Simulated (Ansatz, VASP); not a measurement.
## Two plane-wave programs on Cu3O2

File INCAR:

```
PREC = Accurate
ENCUT = 520
EDIFF = 1E-6
ISMEAR = -1
SIGMA = 0.05
LREAL = False
LASPH = True
NELM = 100
ALGO = Normal
ISIF = 2
LWAVE = False
LCHARG = True
GGA = RP
LELF = True
LVHAR = True
NBANDS = 30
```

The input KPOINTS:

```
Automatic mesh
0
Gamma
  9 9 9
```

The input POSCAR:

```
Cu3O2
1.0
   -2.0229820000      2.0229820000      3.6736170000
    2.0229820000     -2.0229820000      3.6736170000
    2.0229820000      2.0229820000     -3.6736170000
Cu O
3 2
Direct
    0.0000000000      0.0000000000      0.0000000000
    0.7500000000      0.2500000000      0.5000000000
    0.2500000000      0.7500000000      0.5000000000
    0.5000000000      0.0000000000      0.5000000000
    0.0000000000      0.5000000000      0.5000000000
```

input.yaml

```yaml
crystal:
  lattice:
    - [-2.022982, 2.022982, 3.673617]
    - [2.022982, -2.022982, 3.673617]
    - [2.022982, 2.022982, -3.673617]
  atoms:
    - { symbol: Cu, position: [0.0, 0.0, 0.0] }
    - { symbol: Cu, position: [0.75, 0.25, 0.5] }
    - { symbol: Cu, position: [0.25, 0.75, 0.5] }
    - { symbol: O, position: [0.5, 0.0, 0.5] }
    - { symbol: O, position: [0.0, 0.5, 0.5] }
hamiltonian:
  xc: rpbe
  pseudopotentials: { kind: paw }
kpoints:
  mp_grid: { grid: [9, 9, 9] }
scf:
  occupations: { method: fermi_dirac, width: 0.05 }
  n_extra_bands: 12
output:
  forces: true
  stress: true
  eigenvalues: true
  dos: { projected: true, de: 0.05, nscf_kmesh: { grid: [14, 14, 14] } }
  write_density: true
  write_potential: true
  elf: true
  volumetric_format: npy
```

The cell comes from a database or a generator and needn't be the stable form of this composition.

Alike in both runs: functional RPBE; k mesh 9 × 9 × 9; occupations fermi-dirac, width 0.05 eV; no spin polarisation.

|  | VASP | Ansatz |
| --- | --- | --- |
| version | VASP 6.6.1 | Ansatz 0.2.0 |
| potentials or method | VASP PAW PBE potentials, release 64 (Cu, O) | Ansatz PAW |
| plane-wave cutoff (eV) | 520 | 420 |
| valence electrons in the cell | 45 | 69 |
| task | single point | projected density of states |

```csv
,VASP,Ansatz,Ansatz less VASP
gap on the k mesh at the Fermi level (eV),none,none,-
pressure (GPa),6.2,5.4,-0.79
largest component of the traceless stress (GPa),1.99,1.23,-0.769
```

A gap of «none» marks a metal or a gap that the smearing closes. The two sets of potentials don't hold the same shells in valence.

Caveats: an odd number of electrons without spin polarisation forces a metal; a magnetic or distorted state may lie lower; the run has no spin polarisation, though such a crystal can be magnetic; semilocal functionals often make such compounds metallic where correlation or magnetic order opens a gap, which also shifts bond lengths; the PAW data sets were made with another functional, which shifts forces and pressure a little (VASP); the pressure holds a Pulay correction of +0.4 GPa for the finite cutoff (Ansatz); the PAW data sets come from PBE, with cores solved anew for the run's functional, which leaves a small shift of forces and pressure (Ansatz).
